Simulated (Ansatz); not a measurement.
# MoS2 (R-3m) in Ansatz: further runs, part 2 of 2

Ansatz 0.2.0. Earlier steps stand in the parts before.

**4. Projected density of states, r2SCAN**

The input, input.yaml:

```yaml
crystal:
  lattice:
    - [1.5855, 0.9153888518, 6.1149966667]
    - [-1.5855, 0.9153888518, 6.1149966667]
    - [0.0, -1.8307777036, 6.1149966667]
  atoms:
    - { symbol: Mo, position: [0.0, 0.0, 0.0] }
    - { symbol: S, position: [0.25, 0.25, 0.25] }
    - { symbol: S, position: [0.75, 0.75, 0.75] }
hamiltonian:
  xc: r2scan
  pseudopotentials: { kind: paw }
kpoints:
  mp_grid: { grid: [6, 6, 6] }
scf:
  occupations: { method: fermi_dirac, width: 0.05 }
  n_extra_bands: 7
output:
  forces: true
  stress: true
  eigenvalues: true
  dos: { projected: true, de: 0.05, nscf_kmesh: { grid: [9, 9, 9] } }
```

Potentials or basis: Ansatz PAW.

On the command line:

```sh
ansatz run input.yaml --threads 2 --pin off --max-ram 5632MiB --backend cpu --events-out ev --progress --plain --runs-dir out
```

The log of the run:

```text
Warning: RAYON_NUM_THREADS=2 ignored (pool sized by the plan → 2); use --threads N
basis.fft_grid_basis auto: the FFT boxes are laid along the combinations [[1, 0, -1], [0, 1, -1], [0, 0, 1]] of the cell's own vectors, 3.171, 3.171 and 6.383 Å long. The dense box has 24×24×48 points. Along the cell's own vectors, as sized, it would have 48×48×48, 4.00 times as many. Of the 12 symmetry operations that the crystal satisfies within crystal.symmetry.tolerance (time reversal apart; of a slab, those that keep its plane) the dense box along the cell's own vectors carries 12, and the one as laid loses 8 of those. basis.fft_grid_basis: typed keeps the cell's own vectors: state it where this run's energies or levels are differenced outside the engine with another run's, or held beside a run that keeps those vectors.
scf.n_extra_bands = 7 over 13 filled bands (N_el = 26.0): the run solves 20 bands
Engine: ansatz 0.2.0, aarch64-unknown-linux-gnu
Pseudopotentials: kind: paw
Pseudopotential: Mo, paw, valence charge 14, recommended cutoff 500 eV (meta_gga), Mo.paw.azcp
Pseudopotential: S, paw, valence charge 6, recommended cutoff 500 eV (meta_gga), S.paw.azcp
Functional definition: r2SCAN
  parameter k0 = 0.174
  parameter k1 = 0.065
  parameter a1 = 4.9479
  exchange = r2scan_x(k0 = k0, k1 = k1, a1 = a1)
  correlation = r2scan_c
Crystal: 3 atoms, lattice volume = 53.250 Å³
Basis set: ecut = 500 eV, 1355 PW (Γ), FFT grids on a1−a3, a2−a3, a3, exchange–correlation on 96×96×192 points (64 copies of the dense FFT grid, shifted against one another)
Bands: 20, of which v1, the nominal top of the filled ones, is band 13 counted from 1 (12 counted from 0)
Symmetry: 12 space group operations
Space group: R-3m (ITA 166), of the structure as read, at distance tolerance 3.8e-5 Å
k-points: 32 of 216
Non-local potential: Mo, projectors of the file, l = 0: 3, l = 1: 2, l = 2: 2, l = 3: 1
Non-local potential: S, projectors of the file, l = 0: 2, l = 1: 2, l = 2: 2
PAW form: soft (Blöchl's): semilocal exchange-correlation on the pseudo side does not see the compensation charge
PAW frozen core: Mo, regenerated for the run's functional (the file was generated under x = pbe(κ = 0.804, μ = 0.2195149727645171), c = pbe(β = 0.06672455060314922))
PAW frozen core: S, regenerated for the run's functional (the file was generated under x = pbe(κ = 0.804, μ = 0.2195149727645171), c = pbe(β = 0.06672455060314922))
PAW one-centre angular grid: Mo, 590 points (default); XC on 160 Gauss nodes
PAW one-centre angular grid: S, 302 points (default); XC on 160 Gauss nodes
Initial density: superposition of atomic densities (neutral atoms: chi_scale 0, normalization atom), corrected by the library's trained network
Initial wavefunctions: pseudopotential atomic-orbital guess
Functional: x = r2scan, c = r2scan; τ floored in thin density (d = 2e-4 eV/Å³)
SCF iter   1: F=—  HF=-6781.261111 eV  |F-HF|=—  |Δ(HF+E_count)|=         —  Δρ=1.26e-2  dr2=1.90e-1  dr2_τ=5.31e-2  ethr=1.77e-3  ⟨swp⟩=6.1  Hψ=3563  notcnv=0  defer=2
preconditioner: auto → LDOS  [insulator: Δε(μ)=0.112 eV  Ē_g=11.095 eV  σ=0.050 eV  W_gap=0.51  n_scr=16 (ndim 8)  ℏωp=21.6 eV  f_vac=0.015  D(μ)=0.32/eV (n_scr^D=2)  ε∞_Penn≈4.8  β→1.0]
SCF iter   2: F=—  HF=-6781.395462 eV  |F-HF|=—  |Δ(HF+E_count)|=   1.34e-1  Δρ=2.36e-2  dr2=9.21e-1  dr2_τ=5.67e-2  ethr=7.33e-4  ⟨swp⟩=3.8  Hψ=1543  notcnv=0  defer=41  recentre
SCF iter   3: F=—  HF=-6781.270520 eV  |F-HF|=—  |Δ(HF+E_count)|=   1.25e-1  Δρ=4.70e-3  dr2=2.22e-2  dr2_τ=2.73e-4  ethr=7.33e-4  ⟨swp⟩=3.7  Hψ=1335  notcnv=0  defer=41
SCF iter   4: F=—  HF=-6781.268864 eV  |F-HF|=—  |Δ(HF+E_count)|=   1.66e-3  Δρ=4.99e-4  dr2=2.56e-4  dr2_τ=1.65e-5  ethr=8.52e-5  ⟨swp⟩=2.1  Hψ=1028  notcnv=0  defer=36
SCF iter   5: F=—  HF=-6781.268839 eV  |F-HF|=—  |Δ(HF+E_count)|=   2.51e-5  Δρ=1.25e-4  dr2=7.87e-6  dr2_τ=2.11e-6  ethr=9.84e-7  ⟨swp⟩=2.1  Hψ=852  notcnv=0  defer=36
SCF iter   6: F=—  HF=-6781.268846 eV  |F-HF|=—  |Δ(HF+E_count)|=   6.68e-6  Δρ=4.22e-5  dr2=4.38e-7  dr2_τ=3.95e-8  ethr=3.03e-8  ⟨swp⟩=2.1  Hψ=941  notcnv=0  defer=36
SCF iter   7: F=-6781.268847 eV  HF=-6781.268847 eV  |F-HF|=5.11e-8  |Δ(HF+E_count)|=   1.59e-6  Δρ=7.63e-6  dr2=1.62e-8  dr2_τ=1.24e-9  ethr=3.85e-10  ⟨swp⟩=10.5  Hψ=3431  notcnv=0
SCF 1 converged in 7 iterations: F = -6781.268847 eV  dr2 = 1.62e-8
NSCF: frozen V_eff on 85 k-points
SCF converged after 7 iterations
Free energy (F): -6781.268847 eV
Harris-Foulkes:  -6781.268847 eV  (|F-HF|=5.11e-8)
Internal energy: -6781.265676 eV  (E = F + TS)
E sigma→0 (E₀):  -6781.267262 eV
Entropy (-TS):   -0.003171 eV (-1.057 meV/atom)
Fermi energy:    10.966958 eV
--- Per-component energies (eV) ---
  E_band       = -174.272050
  E_kinetic    = 657.191332
  E_local      = -1974.604122  (includes V_loc(G=0)·N_el)
  E_nonlocal   = 198.940744
  E_hartree    = 759.836600
  E_xc         = -363.163630
  E_vxc        = -446.818747  (∫ρ·V_xc dr)
  E_paw        = -4436.085421  (= ΣΔE_a)
  E_vpaw       = -154.456978  (= ΣTr[D̂ρ^β])
  E_aug_tail   = 0.000008  (compensation charges beyond the density's cutoff)
  E_vtau       = 25.804815  (kinetic-family band-sum trace: ∫τ·v_τ [+ j·A + Jᵃ·Aᵃ] dr)
  E_ewald      = -1622.940449
  E_core_change = -0.440737  (= ΣΔE_core)
  E_smearing   = -0.003171  (= −TS)
  E_closure    = -0.000000  (closes the sum)
  Σ components = -6781.268847   (vs F -6781.268847, Δ=0.00e0)
--- Forces (eV/Å), atoms counted from 1 ---
  atom   1  Mo     0.00000000    -0.00000000     0.00000000
  atom   2  S      0.00000000    -0.00000000    -0.73599536
  atom   3  S     -0.00000000     0.00000000     0.73599536
  max |Σ_I F_I| component: 3.33e-16 eV/Å
--- Stress (GPa, compression-positive) ---
        6.606785       0.000000       0.000000
        0.000000       6.606785      -0.000000
        0.000000      -0.000000       7.719532
  P = ⅓ Tr σ = 6.9777 GPa (69.777 kbar)
--- Band table (eV; the first three rows and the last of 32) ---
  k-point 0: bands = ["-52.7031", "-26.0360", "-25.9441", "-25.9441", "-4.8029", "-3.0925", "3.7657", "6.6754", "6.6754", "9.1887", "9.8806", "10.0312", "10.0312", "10.7972", "10.7972", "14.6762", "14.6762", "17.7567", "18.6315", "21.0369"]
  k-point 1: bands = ["-52.6921", "-26.0512", "-26.0135", "-25.9683", "-4.3433", "-3.0226", "4.3247", "5.9126", "6.8694", "7.9842", "9.0789", "9.3672", "9.8906", "11.3662", "11.7633", "14.0046", "14.4654", "19.0475", "19.5744", "20.7225"]
  k-point 2: bands = ["-52.6702", "-26.2598", "-26.0165", "-25.9686", "-3.3844", "-2.7038", "4.7846", "5.2337", "6.1903", "6.7450", "8.1731", "9.0580", "9.3129", "12.1141", "12.4287", "14.5731", "14.8776", "18.0416", "19.0862", "20.3426"]
  k-point 31: bands = ["-52.7030", "-26.0361", "-25.9440", "-25.9440", "-4.5441", "-3.5130", "4.7989", "6.6935", "6.6935", "7.0269", "10.0417", "10.0417", "10.6917", "10.6917", "11.0886", "14.7978", "14.7978", "17.6075", "20.0180", "21.2307"]
```

dos.tsv:

```text
# E-E_F[eV]	g_bin_mean(E)[states/eV]	N(E)
# format = ansatz-dos/2
# fermi_ev = 11.052981
# fermi_mp_grid = 9 9 9
# fermi_mp_shift = 0 0 0
# nscf_kmesh_grid = 9 9 9
# nscf_kmesh_shift = 0 0 0
# tetrahedron_fermi_ev = 11.144957
# g_bin_mean(E): the states in a bin one row spacing wide, centred on E, divided by that spacing. States that the method places at a single energy (under output.dos.method: tetrahedron, those of a tetrahedron whose four corners have one energy) are counted whole in the row whose bin holds that energy (on the edge of two bins, in the lower row). The sum of g_bin_mean over a run of rows, times the row spacing, is the number of states from half a spacing under the first of them to half a spacing over the last (a plain sum, not the trapezoid rule).
-64.256041	0.000000e0	0.000000e0
-64.206041	0.000000e0	0.000000e0
-64.156041	0.000000e0	0.000000e0
-64.106041	0.000000e0	0.000000e0
-64.056041	0.000000e0	0.000000e0
-64.006041	0.000000e0	0.000000e0
[... 1492 lines left out ...]
10.643959	0.000000e0	4.000000e1
10.693959	0.000000e0	4.000000e1
```

It took 5.2 s on 2 threads of Arm Neoverse V2, shared host; peak memory 0.45 GiB.

What came out:

```yaml
Free_energy: -6781.2688 eV
Pressure: 7.0 GPa
Largest_force: 0.736 eV/Å
Band_gap_on_the_k_mesh: none (metal or under the smearing width)
Density_of_states_at_the_Fermi_level: 0.57 states/eV per cell
```

Forces on the atoms (eV/Å):
```
Mo   0.000  0.000  0.000
S    0.000  0.000 -0.736
S    0.000  0.000  0.736
```

States per cell in windows of 0.5 eV (zero at the Fermi level; states under -8 eV left out):
```tsv
from (eV)	total	S 3p	Mo 4d	S 3s	Mo 5s	Mo 4p
-8.0	0.00	0.00	0.00	0.00	0.00	0.00
-7.5	0.20	0.12	0.06	0.00	0.01	0.00
-7.0	0.64	0.39	0.19	0.01	0.03	0.00
-6.5	1.10	0.67	0.36	0.03	0.02	0.00
-6.0	1.42	0.97	0.39	0.03	0.01	0.01
-5.5	0.91	0.52	0.32	0.03	0.02	0.00
-5.0	1.40	0.82	0.47	0.06	0.02	0.01
-4.5	2.03	1.11	0.79	0.08	0.02	0.01
-4.0	0.63	0.39	0.19	0.03	0.00	0.00
-3.5	1.26	0.92	0.26	0.05	0.01	0.01
-3.0	1.01	0.74	0.20	0.03	0.00	0.01
-2.5	0.99	0.68	0.26	0.02	0.00	0.01
-2.0	0.51	0.31	0.18	0.01	0.00	0.00
-1.5	0.61	0.25	0.33	0.01	0.00	0.00
-1.0	0.83	0.30	0.50	0.01	0.00	0.00
-0.5	0.39	0.17	0.21	0.00	0.00	0.00
0.0	0.68	0.34	0.32	0.01	0.00	0.00
0.5	1.38	0.49	0.85	0.01	0.01	0.00
1.0	0.86	0.19	0.64	0.00	0.01	0.00
1.5	1.13	0.21	0.87	0.00	0.03	0.00
2.0	0.10	0.03	0.06	0.00	0.00	0.00
2.5	0.64	0.25	0.31	0.03	0.00	0.00
3.0	1.21	0.53	0.54	0.04	0.00	0.00
3.5	0.78	0.38	0.34	0.02	0.00	0.00
4.0	0.66	0.23	0.29	0.06	0.01	0.00
4.5	0.57	0.20	0.23	0.04	0.02	0.00
5.0	0.07	0.02	0.02	0.00	0.01	0.00
5.5	0.05	0.00	0.00	0.00	0.00	0.00
6.0	0.23	0.01	0.01	0.00	0.03	0.00
6.5	0.41	0.03	0.02	0.01	0.07	0.00
7.0	0.75	0.04	0.03	0.02	0.13	0.00
7.5	0.99	0.05	0.02	0.02	0.13	0.00
```

Caveat: the k mesh is coarse (spacing up to 0.39 Å⁻¹), so the values aren't converged; the cell's inner coordinates are idealised or old, which leaves forces on the atoms; the PAW data sets come from PBE, with cores solved anew for the run's functional, which leaves a small shift of forces and pressure; the density of states is complete only up to the lowest level of the last band computed.

**5. Overview**

```tsv
level	cutoff (eV)	gap on the mesh (eV)	pressure (GPa)	largest force (eV/Å)
LDA	420	none	0.1	0.53
PBEsol	420	none	2.8	0.71
r2SCAN	500	none	7.0	0.74
```

Alike in all rows: task projected density of states; potentials or basis Ansatz PAW; no spin polarisation; cell as given; k mesh 6 × 6 × 6; smearing fermi-dirac 0.05 eV; the mesh is coarse, so values aren't converged.

Caveats: all runs use coarse meshes; the cell's inner coordinates are idealised or old, which leaves forces on the atoms; the PAW data sets come from PBE, with cores solved anew for the run's functional, which leaves a small shift of forces and pressure; the density of states is complete only up to the lowest level of the last band computed.

Absolute energies hang on the potentials; compare differences alone.
